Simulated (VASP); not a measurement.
Wanted: the native input for a VASP 6.6.1 run.

| Property | Result |
| --- | --- |
| Task | band structure |
| Functional | r2SCAN |
| Potentials or basis | VASP PAW PBE potentials, release 64 (Mg, O) |
| Cutoff | 520 eV |
| k mesh | 6 × 6 × 6 |
| Occupations | fermi-dirac, width 0.05 eV |
| Spin | no spin polarisation |
| Further INCAR settings | ALGO = Normal; EDIFF = 1e-07; NBANDS = 40 |

The structure of MgO2 lies in POSCAR:

```
MgO2
1.0
    4.8286124700      0.0000000000      0.0000000000
    0.0000000000      4.8286124700      0.0000000000
    0.0000000000      0.0000000000      4.8286124700
Mg O
4 8
Direct
    0.0000000000      0.0000000000      0.0000000000
    0.5000000000      0.0000000000      0.5000000000
    0.5000000000      0.5000000000      0.0000000000
    0.0000000000      0.5000000000      0.5000000000
    0.5894244400      0.9105755600      0.0894244400
    0.9105755600      0.0894244400      0.5894244400
    0.0894244400      0.5894244400      0.9105755600
    0.4105755600      0.4105755600      0.4105755600
    0.5894244400      0.5894244400      0.5894244400
    0.9105755600      0.4105755600      0.0894244400
    0.0894244400      0.9105755600      0.4105755600
    0.4105755600      0.0894244400      0.9105755600
```

The cell is a database's computed one.

These files were run (other wordings do the same):

INCAR

```
PREC = Accurate
ENCUT = 520
EDIFF = 1E-7
ISMEAR = -1
SIGMA = 0.05
LREAL = False
LASPH = True
NELM = 100
ALGO = Normal
ISIF = 2
LWAVE = False
LCHARG = False
METAGGA = R2SCAN
LMIXTAU = True
NBANDS = 40
```

KPOINTS

```
Automatic mesh
0
Gamma
  6 6 6
```

KPOINTS_OPT

```
path GXMGRX,MR
20
line-mode
reciprocal
 0.0000000000  0.0000000000  0.0000000000  G
 0.0000000000  0.5000000000  0.0000000000  X

 0.0000000000  0.5000000000  0.0000000000  X
 0.5000000000  0.5000000000  0.0000000000  M

 0.5000000000  0.5000000000  0.0000000000  M
 0.0000000000  0.0000000000  0.0000000000  G

 0.0000000000  0.0000000000  0.0000000000  G
 0.5000000000  0.5000000000  0.5000000000  R

 0.5000000000  0.5000000000  0.5000000000  R
 0.0000000000  0.5000000000  0.0000000000  X

 0.5000000000  0.5000000000  0.0000000000  M
 0.5000000000  0.5000000000  0.5000000000  R
```

Potentials or basis: VASP PAW PBE potentials, release 64 (Mg, O).

Command:

```bash
$ cat potpaw_PBE.64/Mg/POTCAR potpaw_PBE.64/O/POTCAR > POTCAR
$ mpirun -np 1 vasp_std > vasp.out
```

It gave:

```
Pressure                : -0.2 GPa
Largest force           : 0.049 eV/Å
Band gap on the k mesh  : 4.61 eV, indirect (least direct gap 4.74 eV)
Band gap along the path : 4.59 eV, indirect (least direct gap 4.72 eV)
```

Caveat: the PAW data sets were made with another functional, which shifts forces and pressure a little.

It took 9.9 min on 1 thread of Intel(R) Xeon(R) Platinum 8488C (Sapphire Rapids), on a shared host, peak memory 0.29 GiB.
